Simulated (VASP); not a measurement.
From VASP inputs to Ansatz: SnO₂ (fluorite)

INCAR

```
LCHARG = .FALSE.
SIGMA = 0.02
ENCUT = 600
EDIFF = 1E-7
LREAL = .FALSE.
NBANDS = 20
GGA = PS
NSW = 40
ISMEAR = -1
IBRION = 2
NELM = 120
EDIFFG = -5E-3
ISIF = 3
PREC = Accurate
LASPH = .TRUE.
LWAVE = .FALSE.
```

KPOINTS

```
KPOINTS created by Atomic Simulation Environment
0
Gamma
8 8 8
0 0 0
```

POSCAR

```
Sn O
 1.0000000000000000
     0.0000000000000000    2.5720474696209479    2.5720474696209479
     2.5720474696209479   -0.0000000000000000    2.5720474696209479
     2.5720474696209479    2.5720474696209479   -0.0000000000000000
 Sn  O
   1   2
Cartesian
  0.0000000000000000 -0.0000000000000000 -0.0000000000000000
  1.2860237348104737  1.2860237348104737  1.2860237348104737
  3.8580712044314218  3.8580712044314218  3.8580712044314218
```

VASP ran with the recommended PBE PAW datasets (26 valence electrons in the cell).

Question: Translate these files to an Ansatz input.

Answer: 

```yaml
crystal:
  lattice:
    - [0.0, 2.5720474696, 2.5720474696]
    - [2.5720474696, 0.0, 2.5720474696]
    - [2.5720474696, 2.5720474696, 0.0]
  atoms:
    - { symbol: Sn, position: [0.0, 0.0, 0.0] }
    - { symbol: O, position: [0.25, 0.25, 0.25] }
    - { symbol: O, position: [0.75, 0.75, 0.75] }
kpoints:
  mp_grid: { grid: [8, 8, 8] }
hamiltonian:
  xc: pbesol
scf:
  occupations: { method: fermi_dirac, width: 0.02 }
relax:
  f_tol: 0.005
  cell: {}
```

Other inputs would serve too.

```json
{"": "relaxed cell vector lengths", "VASP": "3.598, 3.598, 3.598 Å", "Ansatz": "3.595, 3.595, 3.595 Å"}
{"": "relaxed cell volume", "VASP": "32.94 Å³", "Ansatz": "32.86 Å³"}
```

Datasets and cutoffs are each program's own. VASP's cell holds 26 valence electrons and Ansatz's 26.
